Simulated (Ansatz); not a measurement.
This FePt4 structure is the end of a relaxation. The cell was found from a structure generator's guess, not taken from experiment.

Theory: DFT PBE, scalar-relativistic, plane waves, PAW in Ansatz 0.2.0. Cutoff 420 eV, Γ-centred mesh, Gaussian smearing, collinear spin.

```
Fe Pt
1.0
     2.21094    1.27648    4.51917
    -2.21094    1.27648    4.51917
     0.00000   -2.55297    4.51917
Fe Pt
1 4
Direct
  0.00000 0.00000 0.00000
  0.60412 0.60412 0.60412
  0.39588 0.39588 0.39588
  0.80543 0.80543 0.80543
  0.19457 0.19457 0.19457
```

Energies over the elements count from the elements' standard structures at the same level, with no fitted energy shifts.

(1) Find its symmetry and describe it.

(2) What is its formation energy per atom?

(3) Is it a metal?

(4) Which magnetic moments does it keep?

Answers

(1) R-3m (No. 166), with Fe and Pt ordered on bcc sites. Conventional cell: a = 4.422 Å, c = 13.558 Å. Fe has 8 Pt at 2.64–2.69 Å and 6 Pt at 3.17 Å; Pt on its first site is surrounded by 3 Fe at 2.69 Å, 5 Pt at 2.73–2.82 Å and 6 Pt at 3.07–3.12 Å; around Pt on its second site lie 1 Fe at 2.64 Å, 7 Pt at 2.66–2.75 Å, 3 Pt at 3.12 Å and 3 Fe at 3.17 Å.

(2) +0.01 eV/atom. The formation energy is too near zero to say whether this cell lies below the elements.

(3) Yes, bands cross the Fermi level on the 12×12×12 mesh.

(4) 0.71 μB per atom net, the space between the atoms included; by site: Fe 3.2; Pt 0.1 (×2) μB.

The last run used collinear spin, a 12×12×12 mesh for its 5-atom cell and Gaussian smearing of 0.10 eV. For metals, differences of a few meV/atom aren't resolved. These runs have no spin–orbit coupling, which can matter for Pt. Another magnetic order may lie lower. A structure relaxed within its symmetry needn't be a true minimum.
